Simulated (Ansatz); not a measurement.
# Zr3N4 — electric field gradients

The cell is an entry of the Crystallography Open Database (COD).

```cif
data_Zr3N4
_symmetry_space_group_name_H-M 'I-43d'
_symmetry_Int_Tables_number 220
_cell_length_a 6.7400
_cell_length_b 6.7400
_cell_length_c 6.7400
_cell_angle_alpha 90.000
_cell_angle_beta 90.000
_cell_angle_gamma 90.000
loop_
_atom_site_label
_atom_site_type_symbol
_atom_site_symmetry_multiplicity
_atom_site_Wyckoff_symbol
_atom_site_fract_x
_atom_site_fract_y
_atom_site_fract_z
Zr Zr 12 a 0.3750 0.0000 0.2500
N N 16 c 0.0630 0.0630 0.0630
```

One atom of each set is listed; the run and its k-mesh use a cell of 14 atoms with edges of 5.84, 5.84, 5.84 Å.

Level of theory: DFT, PBE, plane waves and PAW (field gradients read without the response of the frozen cores, which leaves them typically 4 to 6 % off), scalar-relativistic, 420 eV cutoff, Γ-centred 6×6×6 k-points, Fermi–Dirac smearing 0.02 eV (Ansatz 0.2.0).

C_Q = eQV_zz/h, which is 24.18 MHz for Q = 1 b and V_zz = 10²¹ V/m²; η = (V_xx − V_yy)/V_zz.

91Zr: I = 5/2, Q = -176.0 mb; ¹⁴N: I = 1, Q = 20.44 mb. Nuclear quadrupole moments: year-2017 set (Pyykkö).

| site | atoms | first shell | V_zz (10²¹ V/m²) | η | C_Q (MHz) |
| --- | --- | --- | --- | --- | --- |
| Zr | 6 | 8 N at 2.19–2.49 Å | 13.90 | 0.00 | -59.2 |
| N | 8 | 6 Zr at 2.19–2.49 Å | 0.91 | 0.00 | 0.449 |

An axis of threefold or higher order runs through Zr and N, so V_zz lies along it and η is zero.

The calculated pressure of 8 GPa (PBE) comes partly from the unrelaxed atoms: it is 4.2 GPa once they are relaxed in the same cell. The largest force is 0.3 eV/Å, so the atoms aren't at the calculated equilibrium and relaxing them would move these values. Without spin–orbit coupling (the program notes it for Zr) the gradients can shift somewhat, as the gap is small. With a gap of 0.7 eV on this mesh, small gradients can still move by 0.1 × 10²¹ V/m² or more as the k-mesh gets denser.
